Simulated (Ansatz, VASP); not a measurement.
Sb in VASP and in Ansatz

File INCAR:

```
SYSTEM = Sb
ALGO     = Normal         ! electronic algorithm
EDIFF    = 1E-7           ! SCF threshold, eV
ENCUT    = 520            ! plane-wave cutoff, eV
GGA      = PE             ! functional
ISIF     = 2              ! what is computed and relaxed
ISMEAR   = -1             ! smearing method
LASPH    = .True.         ! aspherical terms in the spheres
LCHARG   = .False.        ! write CHGCAR
LREAL    = .False.        ! projectors in reciprocal space
LWAVE    = .False.        ! write WAVECAR
NBANDS   = 8              ! bands
NELM     = 100            ! most SCF steps
PREC     = Accurate       ! precision mode
SIGMA    = 0.1            ! smearing width, eV
```

The input KPOINTS:

```
k-points
0
Gamma
  13 13 13
  0 0 0
```

File POSCAR:

```
Sb
1.0
   -1.9455394248      1.9455394248      1.9455394248
    1.9455394248     -1.9455394248      1.9455394248
    1.9455394248      1.9455394248     -1.9455394248
Sb
1
Direct
    0.0000000000      0.0000000000      0.0000000000
```

Input for Ansatz:

```yaml
crystal:
  lattice:
    - [-1.9455394248, 1.9455394248, 1.9455394248]
    - [1.9455394248, -1.9455394248, 1.9455394248]
    - [1.9455394248, 1.9455394248, -1.9455394248]
  atoms:
    - { symbol: Sb, position: [0.0, 0.0, 0.0] }
hamiltonian:
  xc: pbe
  pseudopotentials:
    kind: paw
    azcp:
      Sb: "pseudopotentials/Sb.paw.azcp"
basis:
  ecutwfc: 420
  fft_grid_basis: typed
kpoints:
  mp_grid: { grid: [13, 13, 13], shift: [0, 0, 0] }
magnetization:
  spin_polarized: false
scf:
  occupations: { method: fermi_dirac, width: 0.1 }
  lower_state_search: "off"
output:
  stress: true
```

Alike in both runs: task single point; functional PBE; k mesh 13 × 13 × 13; occupations fermi-dirac, width 0.1 eV; no spin polarisation.

|  | VASP | Ansatz |
| --- | --- | --- |
| version | VASP 6.6.1 | Ansatz 0.2.0 |
| potentials or method | VASP PAW PBE potentials, release 64 (Sb) | plane waves (420 eV) with PAW, scalar-relativistic |
| plane-wave cutoff (eV) | 520 | 420 |
| valence electrons in the cell | 5 | 15 |

|  | VASP | Ansatz | Ansatz less VASP |
| --- | --- | --- | --- |
| pressure (GPa) | -4.0 | -3.9 | +0.12 |

The functional is the same, so the differences come from potentials, cutoffs and numerics. The two sets of potentials don't hold the same shells in valence.

The runs have no spin-orbit coupling, so splittings on Sb are missing.
